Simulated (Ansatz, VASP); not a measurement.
**Cross-check of Al96CN95 (C_N) between VASP and Ansatz**

Wanted: the spread between two codes on one cell, functional and k mesh. The cell is taken from a series of runs on this material, whose earlier steps may have relaxed, scaled, displaced or heated it; both programs get it as it stands.

Program: Ansatz 0.2.0. Level of theory: plane waves, with VASP 6.6.1 beside it; single point at LDA. Results are calculated unless marked as measured.

### Step 1. The starting structure

The cell holds 192 atoms: 96 Al, 95 N and 1 C. Cell: a = 12.355 Å, b = 12.355 Å, c = 14.830 Å, α = 90.0°, β = 90.0°, γ = 120.0°. It derives from AlN (AlN (P6_3mc)). Nearest the centre at fractional (0.333, 0.167, 0.460): C192 at 0.05 Å, Al26 at 1.90 Å, Al3 at 1.91 Å, Al27 at 1.91 Å, Al33 at 1.93 Å, Al28 at 3.01 Å, N127 at 3.04 Å, N123 at 3.07 Å.

### Step 2. Ansatz: single point, LDA

Ansatz runs on norm-conserving files, of PseudoDojo where its log says so.

With cell and atoms fixed, the geometry can't cause a difference; cores, projectors, grids and the points listed under the comparison can.

File input.yaml:

```yaml
crystal:
  lattice:
    - [12.35508456, 0.0, 0.0]
    - [-6.17754228, 10.6998171, 0.0]
    - [0.0, 0.0, 14.82981436]
  atoms:
    - { symbol: Al, position: [0.1660575136, 0.08277317168, 0.16467212638] }
    - { symbol: Al, position: [0.08302802953, 0.16633457982, 0.33226493963] }
    - { symbol: "N", position: [0.08319875096, 0.16668966586, 0.12583338999] }
    - { symbol: "N", position: [0.16474777524, 0.08198623163, 0.29134669145] }
    - { symbol: Al, position: [0.16271448789, 0.08301692655, 0.49825805322] }
    - { symbol: Al, position: [0.08318417111, 0.16729463161, 0.66577610272] }
    - { symbol: "N", position: [0.08007774152, 0.16700333544, 0.45937641938] }
    - { symbol: "N", position: [0.16511714351, 0.08303021027, 0.62700232968] }
    - { symbol: Al, position: [0.1672994648, 0.08382083389, 0.83138474398] }
    - { symbol: Al, position: [0.08341550574, 0.16671227472, 0.99856916554] }
    - { symbol: "N", position: [0.08337568454, 0.16714181774, 0.79323744637] }
    - { symbol: "N", position: [0.16675994928, 0.08338088586, 0.95912455754] }
    - { symbol: Al, position: [0.16675940789, 0.33313519865, 0.16575540061] }
    - { symbol: Al, position: [0.08350057674, 0.41658425272, 0.33258111917] }
    - { symbol: "N", position: [0.08341625839, 0.4166144443, 0.12652544138] }
    - { symbol: "N", position: [0.16681495727, 0.33320004748, 0.29315767887] }
    - { symbol: Al, position: [0.16717503046, 0.33346838066, 0.49893215309] }
    - { symbol: Al, position: [0.08357103398, 0.4171000832, 0.66552727654] }
    - { symbol: "N", position: [0.08360174814, 0.41715303624, 0.45991698445] }
    - { symbol: "N", position: [0.16702860757, 0.33388240771, 0.62660795786] }
    - { symbol: Al, position: [0.16668684521, 0.33373884667, 0.83245946356] }
    - { symbol: Al, position: [0.08343117995, 0.41676443443, 0.99917050418] }
    - { symbol: "N", position: [0.08344844473, 0.41703200395, 0.79304346473] }
    - { symbol: "N", position: [0.16666194864, 0.33348872399, 0.95979094598] }
    - { symbol: Al, position: [0.16672595956, 0.58326244793, 0.16584399249] }
    - { symbol: Al, position: [0.08348107813, 0.66680067077, 0.332536961] }
    - { symbol: "N", position: [0.0833441315, 0.6665253117, 0.12641699596] }
    - { symbol: "N", position: [0.1667317653, 0.58329282732, 0.2931821521] }
    - { symbol: Al, position: [0.16696161013, 0.58382043607, 0.49893280629] }
    - { symbol: Al, position: [0.08366373588, 0.66718269415, 0.66541095013] }
    - { symbol: "N", position: [0.0837459926, 0.66733092915, 0.45987435128] }
    - { symbol: "N", position: [0.16699403235, 0.58381729954, 0.6264620203] }
    - { symbol: Al, position: [0.16677791627, 0.58359032082, 0.83234357778] }
    - { symbol: Al, position: [0.0834414218, 0.66672736428, 0.99904548099] }
    - { symbol: "N", position: [0.08350953991, 0.66687071786, 0.79292763522] }
    - { symbol: "N", position: [0.1667326514, 0.58338884689, 0.95977186238] }
    - { symbol: Al, position: [0.16673700108, 0.83331867883, 0.16554102542] }
    - { symbol: Al, position: [0.08276549153, 0.9162945574, 0.33233168843] }
    - { symbol: "N", position: [0.08305426812, 0.91607597189, 0.12570413133] }
    - { symbol: "N", position: [0.16676527986, 0.83337446055, 0.2929707342] }
    - { symbol: Al, position: [0.16748883072, 0.83484734198, 0.49861869773] }
    - { symbol: Al, position: [0.08332051791, 0.91676579194, 0.66554375802] }
    - { symbol: "N", position: [0.08101087987, 0.91513664934, 0.45954202182] }
    - { symbol: "N", position: [0.16699292057, 0.83385939669, 0.62627111406] }
    - { symbol: Al, position: [0.16680973019, 0.83347381846, 0.83205887872] }
    - { symbol: Al, position: [0.08341292124, 0.91665051603, 0.99844410739] }
    - { symbol: "N", position: [0.08338481682, 0.91669402187, 0.79304686498] }
    - { symbol: "N", position: [0.16669048054, 0.83322445874, 0.95941602072] }
    - { symbol: Al, position: [0.41688970513, 0.08276744953, 0.16465848044] }
    - { symbol: Al, position: [0.33164912088, 0.16303738336, 0.33123830179] }
    - { symbol: "N", position: [0.33314071881, 0.16610898064, 0.12582453083] }
    - { symbol: "N", position: [0.41744316197, 0.08196879227, 0.29132341673] }
    - { symbol: Al, position: [0.42047254758, 0.08305197253, 0.49817259699] }
    - { symbol: Al, position: [0.33387407676, 0.16765855627, 0.66239531476] }
    - { symbol: C, position: [0.3341446746, 0.1682734055, 0.46287365452] }
    - { symbol: "N", position: [0.41801958721, 0.08306910165, 0.62692413432] }
    - { symbol: Al, position: [0.41666104252, 0.08382576157, 0.83139155826] }
    - { symbol: Al, position: [0.33339651543, 0.16664092297, 0.99838708156] }
    - { symbol: "N", position: [0.33352129569, 0.16690066755, 0.79154895825] }
    - { symbol: "N", position: [0.41677621955, 0.08338020512, 0.95912666383] }
    - { symbol: Al, position: [0.41637538373, 0.33258297038, 0.16545911347] }
    - { symbol: Al, position: [0.33338317458, 0.41597580059, 0.33328305448] }
[... 12 lines left out ...]
    - { symbol: Al, position: [0.33352537717, 0.66635191018, 0.33237035755] }
    - { symbol: "N", position: [0.33332715971, 0.66633577528, 0.12641163126] }
    - { symbol: "N", position: [0.41662234044, 0.58271027763, 0.29308410832] }
    - { symbol: Al, position: [0.41713480753, 0.58465821219, 0.49947019512] }
    - { symbol: Al, position: [0.33352864754, 0.66722143298, 0.66592887595] }
    - { symbol: "N", position: [0.33357284833, 0.66699189439, 0.45972619976] }
    - { symbol: "N", position: [0.41713385669, 0.58452870097, 0.62692332772] }
    - { symbol: Al, position: [0.4168837702, 0.58380221742, 0.83268522366] }
    - { symbol: Al, position: [0.333393752, 0.66667357357, 0.99909152872] }
    - { symbol: "N", position: [0.3334569307, 0.66698414874, 0.79332192975] }
    - { symbol: "N", position: [0.41683549653, 0.58348164107, 0.959997601] }
    - { symbol: Al, position: [0.41671533717, 0.83309688332, 0.1655249067] }
    - { symbol: Al, position: [0.33368501177, 0.91628081891, 0.33230608268] }
    - { symbol: "N", position: [0.33317918791, 0.91606719439, 0.12570233166] }
    - { symbol: "N", position: [0.41686818306, 0.83277660321, 0.29276073931] }
    - { symbol: Al, position: [0.41723867293, 0.8330264783, 0.49912722935] }
    - { symbol: Al, position: [0.33357107204, 0.91678415595, 0.66551649696] }
    - { symbol: "N", position: [0.33426398366, 0.91516020337, 0.45952145728] }
    - { symbol: "N", position: [0.41710318422, 0.83355931086, 0.62659691427] }
    - { symbol: Al, position: [0.41687142947, 0.83361404811, 0.83231121667] }
    - { symbol: Al, position: [0.33338987499, 0.91664668003, 0.99844684872] }
    - { symbol: "N", position: [0.33345814148, 0.91671308526, 0.79302458011] }
    - { symbol: "N", position: [0.41682261577, 0.83329871856, 0.95964431938] }
    - { symbol: Al, position: [0.66674874624, 0.08322280568, 0.16547565942] }
    - { symbol: Al, position: [0.58350294946, 0.16634593112, 0.33223841026] }
    - { symbol: "N", position: [0.58366680548, 0.16669682032, 0.12582778811] }
    - { symbol: "N", position: [0.66692742622, 0.08307318557, 0.29265513795] }
    - { symbol: Al, position: [0.66794332148, 0.0833863009, 0.49912629965] }
    - { symbol: Al, position: [0.58423636602, 0.16731274982, 0.66575111952] }
    - { symbol: "N", position: [0.58708775784, 0.16702954584, 0.45935493544] }
    - { symbol: "N", position: [0.66724389302, 0.08358143492, 0.62664013589] }
    - { symbol: Al, position: [0.66690020916, 0.08356225885, 0.83231913259] }
    - { symbol: Al, position: [0.58345624881, 0.16671694607, 0.99856737479] }
    - { symbol: "N", position: [0.58389182977, 0.16713854256, 0.79321461655] }
    - { symbol: "N", position: [0.66684442045, 0.08334695041, 0.95964067997] }
    - { symbol: Al, position: [0.6665455041, 0.33314376178, 0.16574872546] }
    - { symbol: Al, position: [0.58277519373, 0.41599274013, 0.33328417895] }
    - { symbol: "N", position: [0.58308694601, 0.41628145351, 0.12622245563] }
    - { symbol: "N", position: [0.66656475826, 0.33321353723, 0.29315058159] }
    - { symbol: Al, position: [0.66647611743, 0.33349611883, 0.49892530902] }
    - { symbol: Al, position: [0.5846624934, 0.41807024788, 0.66656423131] }
    - { symbol: "N", position: [0.58568193556, 0.41956104961, 0.4603587631] }
    - { symbol: "N", position: [0.66700739206, 0.33389657955, 0.6265998649] }
    - { symbol: Al, position: [0.66719784265, 0.33373921625, 0.83245183304] }
    - { symbol: Al, position: [0.58322154633, 0.4165450768, 0.99871728934] }
    - { symbol: "N", position: [0.58431939408, 0.41739498577, 0.79383442069] }
    - { symbol: "N", position: [0.66698146603, 0.33348840929, 0.95978318639] }
    - { symbol: Al, position: [0.66643112865, 0.58290794845, 0.16580683065] }
    - { symbol: Al, position: [0.58325083168, 0.66633917078, 0.33249024404] }
    - { symbol: "N", position: [0.58332166183, 0.6664870315, 0.1264750183] }
    - { symbol: "N", position: [0.66625881309, 0.58272202438, 0.29308181139] }
    - { symbol: Al, position: [0.66768964943, 0.58466888068, 0.49947017119] }
    - { symbol: Al, position: [0.58367182046, 0.66720369066, 0.66602584613] }
    - { symbol: "N", position: [0.58371316649, 0.66727511899, 0.45998271829] }
    - { symbol: "N", position: [0.66753310744, 0.58452908543, 0.62692514984] }
    - { symbol: Al, position: [0.66706290284, 0.58380303438, 0.83268631156] }
    - { symbol: Al, position: [0.58345000607, 0.66674920029, 0.9991905921] }
    - { symbol: "N", position: [0.58355562328, 0.66696727285, 0.79343776303] }
    - { symbol: "N", position: [0.66679822132, 0.58348328948, 0.95999864088] }
    - { symbol: Al, position: [0.66665956402, 0.83316078334, 0.16570383595] }
    - { symbol: Al, position: [0.58345141008, 0.91657103327, 0.33225118513] }
    - { symbol: "N", position: [0.58339587008, 0.91651954963, 0.12621259449] }
    - { symbol: "N", position: [0.6665869523, 0.83301242698, 0.29301444237] }
    - { symbol: Al, position: [0.66683790443, 0.83353499383, 0.49915727307] }
    - { symbol: Al, position: [0.583634195, 0.91703978572, 0.66580367767] }
    - { symbol: "N", position: [0.58381528307, 0.91672990166, 0.45976336453] }
    - { symbol: "N", position: [0.66693984787, 0.83375202069, 0.62663370823] }
    - { symbol: Al, position: [0.66686573229, 0.83359176279, 0.83245544424] }
    - { symbol: Al, position: [0.58344438474, 0.91670370554, 0.99893072611] }
    - { symbol: "N", position: [0.58356543523, 0.91690783476, 0.79320835421] }
    - { symbol: "N", position: [0.66675658171, 0.83336565542, 0.95978594258] }
    - { symbol: Al, position: [0.91664407233, 0.08322287212, 0.1654813499] }
    - { symbol: Al, position: [0.83336145234, 0.16654275022, 0.33229547639] }
    - { symbol: "N", position: [0.83344857065, 0.16672884302, 0.12622239156] }
    - { symbol: "N", position: [0.91633193138, 0.0830749837, 0.29266189502] }
    - { symbol: Al, position: [0.91558658872, 0.08337803873, 0.49913455182] }
    - { symbol: Al, position: [0.83362184307, 0.16711647495, 0.66585135541] }
    - { symbol: "N", position: [0.83358886546, 0.16702745277, 0.45962683618] }
    - { symbol: "N", position: [0.91645018395, 0.0835749062, 0.6266486792] }
    - { symbol: Al, position: [0.91679683838, 0.08356059968, 0.83232800526] }
    - { symbol: Al, position: [0.83347536378, 0.16679882609, 0.99893745603] }
    - { symbol: "N", position: [0.83358460116, 0.16703384277, 0.79323806901] }
    - { symbol: "N", position: [0.91665076582, 0.08334475272, 0.95964875896] }
    - { symbol: Al, position: [0.91671894005, 0.33327252476, 0.16581383025] }
    - { symbol: Al, position: [0.83326107029, 0.41659293395, 0.33257856033] }
    - { symbol: "N", position: [0.833366313, 0.41661766192, 0.12652264236] }
    - { symbol: "N", position: [0.91675395576, 0.33333879988, 0.29316053177] }
    - { symbol: Al, position: [0.91688715893, 0.33360865738, 0.49888375364] }
    - { symbol: Al, position: [0.83368151662, 0.41710482472, 0.6655263353] }
    - { symbol: "N", position: [0.83372769268, 0.41716164664, 0.45991440704] }
    - { symbol: "N", position: [0.91689899988, 0.33365239548, 0.62643174998] }
    - { symbol: Al, position: [0.91692004097, 0.33369206025, 0.83234914523] }
    - { symbol: Al, position: [0.83348915983, 0.41676493476, 0.99916775761] }
    - { symbol: "N", position: [0.83373064758, 0.41703184618, 0.79304183331] }
    - { symbol: "N", position: [0.916834703, 0.33351507936, 0.9597650023] }
    - { symbol: Al, position: [0.91669946222, 0.58326581845, 0.16584367229] }
    - { symbol: Al, position: [0.83299624173, 0.6663636416, 0.33237250135] }
    - { symbol: "N", position: [0.83317237798, 0.66634021237, 0.12641414236] }
    - { symbol: "N", position: [0.91672553016, 0.58329852629, 0.29318176108] }
    - { symbol: Al, position: [0.91701597104, 0.58382985192, 0.49893246768] }
    - { symbol: Al, position: [0.8338291192, 0.66721495086, 0.66593388992] }
    - { symbol: "N", position: [0.83357405147, 0.66699294991, 0.45972684684] }
    - { symbol: "N", position: [0.91696807202, 0.58382029441, 0.62646243006] }
    - { symbol: Al, position: [0.91696027707, 0.58359114625, 0.83234483999] }
    - { symbol: Al, position: [0.83343225521, 0.66667316943, 0.99909435717] }
    - { symbol: "N", position: [0.83366995921, 0.66697944737, 0.79332630257] }
    - { symbol: "N", position: [0.91680992847, 0.58339009712, 0.95977236348] }
    - { symbol: Al, position: [0.91654706785, 0.83310447832, 0.16552936638] }
    - { symbol: Al, position: [0.833282592, 0.9165710033, 0.33225649627] }
    - { symbol: "N", position: [0.83328078647, 0.91651955624, 0.12621722794] }
    - { symbol: "N", position: [0.91608349872, 0.83279108848, 0.29276465242] }
    - { symbol: Al, position: [0.91592481843, 0.83301713433, 0.49913615451] }
    - { symbol: Al, position: [0.83353418537, 0.91703391025, 0.66580981615] }
    - { symbol: "N", position: [0.83304845335, 0.91672134509, 0.45976876277] }
    - { symbol: "N", position: [0.9165726795, 0.83354447722, 0.62660695256] }
    - { symbol: Al, position: [0.91687849704, 0.83360813747, 0.8323212989] }
    - { symbol: Al, position: [0.83340705716, 0.91670239429, 0.99893593315] }
    - { symbol: "N", position: [0.83348178383, 0.91690523108, 0.79321503766] }
    - { symbol: "N", position: [0.91662402521, 0.83329808425, 0.95965392113] }
  symmetry: { detect: false }
basis:
  xc_grid: 2
  ecutwfc: 820
hamiltonian:
  xc: lda
  pseudopotentials: { kind: nc }
kpoints:
  mp_grid: { grid: [1, 1, 1] }
magnetization:
  spin_polarized: true
  initial_magnetization: 1
  spin_locking: { lock_magnetization: hard }
scf:
  occupations: { method: fermi_dirac, width: 0.01 }
  max_iter: 120
  lower_state_search: "off"
  n_extra_bands: 102
  convergence: { dr2_threshold: "1.0e-12 eV" }
output:
  orbitals: { bands: [v30, c30], seedname: "../cc0.nc1" }
checkpoint:
  read: "../cc0.nc0.run"
  write: "../cc0.nc1.run"
  compress: false
  write_wavefunctions: false
  write_every: 100000
```

Launch:

```
$ ansatz run input.yaml --threads 4 --pin off --max-ram 14131MiB --backend cpu --events-out ev --progress --plain --runs-dir out
```

Log:

```text
Warning: basis.ecutwfc = 820 eV is below the records' recommended 1142.878222 eV, and the density's cutoff is lower with it unless basis.ecutrho_ratio is high enough to keep the records' density cutoff: compare with a run at a higher cutoff
Warning: the band count 486 (scf.n_extra_bands) hosts the net moment |M| = 1.0000 μB (N_el = 767) but caps the reachable moment at 2·n_bands − N_el = 205.0000 μB, below the 576 bands that the automatic rule leaves for it — a moment growing past the seed, or the majority channel's smearing tail, pins there with fewer empty majority states than that count leaves; raise or omit scf.n_extra_bands unless the cap is intended
Warning: checkpoint.read: the run can stay near the saved state's solution: 192 site(s) moved relative to the saved geometry (max |Δs| = 1.912e-3 fractional); the SCF starts from the saved state under `checkpoint.density_extrapolation: transplant`, in force with no word given; its orbitals are not used off its sites. A run without `checkpoint.read` takes nothing of the state. A lower free energy from it at the same positions (and U, V and field ramp, if any), with starting moments typed, shows a solution that this start missed, and an equal or higher one rules none out (checkpoint.read, Limitations, in the input reference)
scf.n_extra_bands = 102 over 384 filled bands (N_el = 767.0): the run solves 486 bands
Engine: ansatz 0.2.0, aarch64-unknown-linux-gnu
Pseudopotentials: kind: nc
Pseudopotential: Al, nc, valence charge 3, recommended cutoff 598.650497 eV (normal), Al.nc.azcp (PseudoDojo's, or run here from an input of PseudoDojo's: the run reads no file of this project's for it)
Pseudopotential: N, nc, valence charge 5, recommended cutoff 1142.878222 eV (normal), N.nc.azcp (PseudoDojo's, or run here from an input of PseudoDojo's: the run reads no file of this project's for it)
Pseudopotential: C, nc, valence charge 4, recommended cutoff 1115.666836 eV (normal), C.nc.azcp (PseudoDojo's, or run here from an input of PseudoDojo's: the run reads no file of this project's for it)
Functional definition: SPW92
  exchange = slater_x
  correlation = pw_c
Crystal: 192 atoms, lattice volume = 1960.459 Å³
Basis set: ecut = 820 eV, 104421 PW (Γ), exchange–correlation on 240×240×288 points (8 copies of the dense FFT grid, shifted against one another)
Bands: 486, of which v1, the nominal top of the filled ones, is band 384 counted from 1 (383 counted from 0)
Symmetry: 1 space group operations
k-points: 1
Non-local potential: Al, projectors of the file, l = 0: 2, l = 1: 2, l = 2: 2
Non-local potential: N, projectors of the file, l = 0: 2, l = 1: 2
Non-local potential: C, projectors of the file, l = 0: 2, l = 1: 2
Initial density: read from a saved state, or passed on in memory by an earlier SCF of this step, an earlier step, the calling program or the single point that the run made first, carried with its atoms to this geometry
Starting moments: Σ|m| = 1 μB on 192 of 192 sites; this step starts from the density that it was given
Initial wavefunctions: pseudopotential atomic-orbital guess
Functional: x = slater, c = lda
iter 1 solved again at ethr=5.05e-6 eV; its pass at ethr=3.10e-3 eV (dr2=3.87e-2 eV) is discarded
SCF iter   1: F=—  HF=-33420.358491 eV  |F-HF|=—  |Δ(HF+E_count)|=         —  Δρ=8.78e-4 (↑5.32e-4 ↓8.78e-4)  dr2=3.83e-2  dr2_m=1.98e-3  M=1.000 μB ∫|m|=1.084 μB  β_m=0.30  ethr=5.05e-6  ⟨swp⟩=7.0  Hψ=8162  notcnv=0
preconditioner: auto → Resta (q_TF=auto, 2.333 Å⁻¹)  ε∞=4.9  [insulator: Δε(μ)=0.152 eV  Ē_g=11.755 eV  σ=0.010 eV  W_gap=1.00  n_scr=424 (ndim 8)  ℏωp=23.2 eV  f_vac=0.000  D(μ)=0.11/eV (n_scr^D=0)  ε∞_Penn≈4.9]
spin=Collinear: Resta preconditioning applied to the charge; magnetization (m = ρ↑ − ρ↓) channel mixes plain (no charge-response kernel on spin).
SCF iter   2: F=—  HF=-33420.352223 eV  |F-HF|=—  |Δ(HF+E_count)|=   6.27e-3  Δρ=4.77e-4 (↑3.27e-4 ↓4.77e-4)  dr2=1.07e-2  dr2_m=6.84e-4  M=1.000 μB ∫|m|=1.085 μB  β_m=0.46  ethr=4.99e-6  ⟨swp⟩=3.0  Hψ=1902  notcnv=0
SCF iter   3: F=—  HF=-33420.349697 eV  |F-HF|=—  |Δ(HF+E_count)|=   2.53e-3  Δρ=1.73e-4 (↑1.29e-4 ↓1.73e-4)  dr2=1.21e-3  dr2_m=1.32e-4  M=1.000 μB ∫|m|=1.086 μB  β_m=0.62  ethr=1.40e-6  ⟨swp⟩=3.0  Hψ=1760  notcnv=0
SCF iter   4: F=—  HF=-33420.349450 eV  |F-HF|=—  |Δ(HF+E_count)|=   2.48e-4  Δρ=3.68e-5 (↑3.24e-5 ↓3.68e-5)  dr2=6.53e-5  dr2_m=5.21e-6  M=1.000 μB ∫|m|=1.087 μB  β_m=0.64  ethr=1.58e-7  ⟨swp⟩=2.5  Hψ=1837  notcnv=0
SCF iter   5: F=—  HF=-33420.349437 eV  |F-HF|=—  |Δ(HF+E_count)|=   1.23e-5  Δρ=1.71e-5 (↑1.31e-5 ↓1.71e-5)  dr2=1.46e-5  dr2_m=1.17e-6  M=1.000 μB ∫|m|=1.087 μB  β_m=0.67  ethr=8.52e-9  ⟨swp⟩=2.0  Hψ=1737  notcnv=0
SCF iter   6: F=—  HF=-33420.348834 eV  |F-HF|=—  |Δ(HF+E_count)|=   6.03e-4  Δρ=4.97e-6 (↑3.27e-6 ↓4.97e-6)  dr2=8.68e-7  dr2_m=8.50e-8  M=1.000 μB ∫|m|=1.087 μB  β_m=0.75  ethr=1.90e-9  ⟨swp⟩=2.0  Hψ=1739  notcnv=0
[...]
k-point 0 ↓: bands = [... 380 lower, 7.0296, 7.3471, 7.3547, 7.5087, 11.5363, 11.9933, 12.0037, 12.0078, ... 98 higher]
```

(Continued in part 2 of 2.)

[Lines on the potential files, build, host, timing and source positions are cut from VASP's logs without a mark.]

[Logs are printed without paths, hosts, clocks, repeated set-up lines and the standing remarks that a program may print on its own settings, such as how far it seeks lower states.]

[Hosts, paths, dates, database ids (printed as entryN), source tags and the programs' standing remarks are cut or masked in the printed files.]
